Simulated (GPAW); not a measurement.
Si2Ni:

```
CELL_PARAMETERS angstrom
0.00000 2.70300 2.70300
2.70300 0.00000 2.70300
2.70300 2.70300 0.00000
ATOMIC_POSITIONS crystal
Ni 0.00000 0.00000 0.00000
Si 0.75000 0.75000 0.75000
Si 0.25000 0.25000 0.25000
```

- Program: GPAW 26.7.0
- Task: relaxation of cell and atoms
- Functional: revPBE
- Potentials or basis: the program's PAW data sets (release 1.2.1) made for this functional
- Cutoff: 600 eV
- Basis: pw
- k mesh: 9 × 9 × 9
- Occupations: fermi-dirac, width 0.05 eV
- Spin: collinear spin, ferromagnetic start
- Starting moments: [1.0, 0.0, 0.0] μB

At the start: pressure 7.2 GPa; volume 13.17 Å³/atom.

Where does the relaxation end?

Over 4 steps the energy falls by 14.2 meV/atom and the volume is 13.80 Å³/atom (+4.8 %); space group Fm-3m (No. 225, to 0.05 Å); moment 0.00 μB per cell.

Step by step:
```tsv
step	energy change (eV)	largest force (eV/Å)	pressure (GPa)	volume (Å³)
1	0.0000	0.0000	7.19	39.50
2	-0.0138	0.0000	5.81	39.83
3	-0.0426	0.0000	0.21	41.34
4	-0.0427	0.0000	0.01	41.40
```

Final structure:
```
Ni Si
1.0
     0.00000    2.74569    2.74569
     2.74569    0.00000    2.74569
     2.74569    2.74569    0.00000
Ni Si
1 2
Direct
  0.00000 0.00000 0.00000
  0.75000 0.75000 0.75000
  0.25000 0.25000 0.25000
```

Caveat: each step starts from the last one's moments, so a moment once lost doesn't come back; the stock nickel data set gives pressures a few GPa off other programs; later steps reuse the first step's grids.
